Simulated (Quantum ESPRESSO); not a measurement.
Runs of Quantum ESPRESSO 7.5 on Ta2N. The structure is trigonal, space group P-3m1 (No. 164). Conventional cell: a = 3.113 Å, b = 3.113 Å, c = 4.870 Å, α = 90.00°, β = 90.00°, γ = 120.00°. Around Ta (site symmetry 3m) lie 3 N at 2.18 Å. Around N (site symmetry -3m) lie 6 Ta at 2.18 Å. The cell comes from a database or a generator and needn't be the stable form of this composition.

```tsv
task	level	potentials or basis	k mesh	cutoff (eV)	symmetry	SCF threshold	form of the LDA correlation	mesh quality	V0 of scaled cells (Å³/atom)	B0 (GPa)
equation of state	r2SCAN	SG15 PBE 1.2	4 × 4 × 2	1197	off	1e-08 Ry	-	coarse	12.96	306
equation of state	PBEsol	GBRV 1.5 PBEsol	10 × 10 × 6	762	-	6e-10 Ry	-	not flagged	13.19	(a)
equation of state	PBE	SSSP 1.3 efficiency PBE	10 × 10 × 6	816	-	6e-10 Ry	-	not flagged	13.56	(b)
equation of state	LDA	GBRV 1.5 LDA	10 × 10 × 6	762	-	6e-10 Ry	PZ81	not flagged	12.96	318
```

Alike in all rows: no spin polarisation; cell as given; smearing fermi-dirac 0.05 eV.

Task: Estimate the missing entries.

Result: (a) 303; (b) 282.

Caveats: some runs use coarse meshes; the cell was scaled at fixed shape and fractional positions, which overstates the stiffness of a crystal with free parameters, most of all of layers and chains; the potentials were made for another functional, which shifts forces and pressure (some runs).

Not every run made on this cell is shown here.
